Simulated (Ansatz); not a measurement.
The parent structure is RuO2 in the rutile structure (space group P4_2/mnm, No. 136; a = 4.5234 Å, c = 3.1190 Å).

(Cell as relaxed with PBE.)

Levels (all Ansatz, a program for electronic structure, PAW): PBE (420 eV, no spin-orbit coupling); r2SCAN (500 eV, without spin-orbit coupling).

Each level relaxes its own structure.

| base | PBE | r2SCAN |
|---|---|---|
| volume per atom | 10.64 Å³ | 10.39 Å³ |
| lattice parameter a | 4.523 Å | 4.480 Å |
| band gap | zero | zero |

It is then changed as follows: the cell is scaled by 0.9892 in all directions, atoms relaxed at fixed cell.

```csv
quantity,PBE,r2SCAN
energy relative to the base (free energy F),+9.5 meV/atom,?
"pressure (mean of the normal stresses, compression positive)",9.2 GPa,?
band gap,zero,?
```

Q: Given the PBE results, estimate those of r2SCAN.

A: 
- energy relative to the base (free energy F), r2SCAN: +10 meV/atom
- pressure (mean of the normal stresses, compression positive), r2SCAN: 10.2 GPa
- band gap, r2SCAN: zero

PBE's energy relative to the base lies 0.8 meV/atom below r2SCAN's; PBE's pressure lies 1.0 GPa below r2SCAN's; the two agree on the band gap. Neither level is exact; r2SCAN is the comparison here, not a measurement.

The cells carry an imposed strain or load. Stability against distortions was not tested. Starting moments died away, wholly or in part, for the base; another magnetic solution may exist. No Hubbard U is applied, and correlation can decide whether such a compound is a metal. All final runs are without spin polarisation.
